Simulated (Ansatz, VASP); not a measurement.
## HfN in VASP and in Ansatz

INCAR

```
PREC = Accurate
ENCUT = 520
EDIFF = 1E-6
ISMEAR = -1
SIGMA = 0.05
LREAL = False
LASPH = True
NELM = 100
ALGO = Normal
ISIF = 2
LWAVE = False
LCHARG = False
GGA = CA
NBANDS = 14
```

File KPOINTS:

```
Automatic mesh
0
Gamma
  9 9 9
```

POSCAR

```
HfN
1.0
    0.0000000000      2.4710795731      2.4710795731
    2.4710795731      0.0000000000      2.4710795731
    2.4710795731      2.4710795731      0.0000000000
Hf N
1 1
Direct
    0.0000000000      0.0000000000      0.0000000000
    0.2500000000      0.2500000000      0.2500000000
```

Contents of input.yaml:

```yaml
crystal:
  lattice:
    - [0.0, 2.4710795731, 2.4710795731]
    - [2.4710795731, 0.0, 2.4710795731]
    - [2.4710795731, 2.4710795731, 0.0]
  atoms:
    - { symbol: Hf, position: [0.0, 0.0, 0.0] }
    - { symbol: "N", position: [0.25, 0.25, 0.25] }
kpoints:
  mp_grid: { grid: [9, 9, 9] }
scf:
  occupations: { method: fermi_dirac, width: 0.05 }
hamiltonian:
  xc: lda
  pseudopotentials: { kind: all_electron, lapw: { basis_error: 0.001 } }
output:
  forces: true
  stress: true
  eigenvalues: true
```

Change from the starting cell: volume scaled by 1.02.

Alike in both runs: task single point; functional LDA; k mesh 9 × 9 × 9; occupations fermi-dirac, width 0.05 eV; no spin polarisation.

|  | VASP | Ansatz |
| --- | --- | --- |
| version | VASP 6.6.1 | Ansatz 0.2.0 |
| potentials or method | VASP PAW LDA potentials, release 64 (Hf_pv, N) | all-electron LAPW, scalar-relativistic |
| plane-wave cutoff (eV) | 520 | see its input |

```tsv
	VASP	Ansatz	Ansatz less VASP
gap on the k mesh at the Fermi level (eV)	none	none	-
pressure (GPa)	-13.3	-12.9	+0.46
```

A gap of «none» marks a metal or a gap that the smearing closes. Ansatz ran all-electron here, so the differences hold the error of VASP's frozen core and of both bases.

Spin-orbit coupling is left out, which matters for the levels of Hf.
